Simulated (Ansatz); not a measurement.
**WSe2: the cell at several levels of theory**

Cell and atoms of WSe2 (anatase) are relaxed in turn with PBE and r2SCAN. This is a trial cell built on a prototype, not taken from a measured structure, and it needn't be the compound's ground state.

The runs shown are made with Ansatz 0.2.0. PAW datasets, plane waves, zero pressure. Simulation only: spin-unpolarised, and no claim that this is the phase found in nature.

**1. The system as given**

This is the cell as the run starts from it, not yet at rest; its lengths are not the crystal's.

The symmetry is I4_1/amd (No. 141, tetragonal); conventional cell a = 5.818 Å, c = 14.604 Å, 41.20 Å³ an atom. W has 6 Se at 2.97–3.04 Å; Se has 3 W at 2.97–3.04 Å.

As a file:

Space group I4_1/amd:1 (No. 141). a = 5.818 Å, b = 5.818 Å, c = 14.604 Å, α = 90.00°, β = 90.00°, γ = 90.00°
```json
{"atom": "W", "site": "4a", "symmetry": "-4m2", "x": "0.0000", "y": "0.5000", "z": "0.2500"}
{"atom": "Se", "site": "8e", "symmetry": "2mm.", "x": "0.0000", "y": "0.5000", "z": "0.0420"}
```

**2. Relaxation with PBE**

Input file input.yaml:

```yaml
crystal:
  lattice:
    - [-2.90912991, 2.90912991, 7.3019160741]
    - [2.90912991, -2.90912991, 7.3019160741]
    - [2.90912991, 2.90912991, -7.3019160741]
  atoms:
    - { symbol: W, position: [0.75, 0.25, 0.5] }
    - { symbol: W, position: [0.0, 0.0, 0.0] }
    - { symbol: Se, position: [0.542, 0.042, 0.5] }
    - { symbol: Se, position: [0.792, 0.792, 0.0] }
    - { symbol: Se, position: [0.208, 0.208, 0.0] }
    - { symbol: Se, position: [0.958, 0.458, 0.5] }
kpoints:
  mp_grid: { grid: [6, 6, 6] }
hamiltonian:
  xc: pbe
scf:
  occupations: { method: fermi_dirac, width: 0.02 }
relax:
  f_tol: 0.005
  cell: {}
output:
  write_density: true
  write_potential: true
  elf: true
  volumetric_format: npy
```

Launch:

```console
$ ansatz run input.yaml --threads 2 --pin off --max-ram 20275MiB --backend cpu --events-out ev --progress --plain --runs-dir out
```

After this run come: Relaxation with r2SCAN.

**Question.** What will these runs give? Wanted: for each run, a; c; volume; space group; SCF geometries.

**Answer**, as computed:

| level | a (Å) | c (Å) | volume (Å³/atom) | space group | SCF geometries |
| --- | --- | --- | --- | --- | --- |
| PBE | 5.003 | 11.753 | 24.520 | I4_1/amd | 13 |
| r2SCAN | 5.006 | 10.980 | 22.927 | I4_1/amd | 10 |

**Reading.** The first relaxation changed the volume by -40.5 % from the start. r2SCAN gives the smallest cell and PBE the largest; they differ by 6.9 % in volume, a mean of 2.3 % in length.
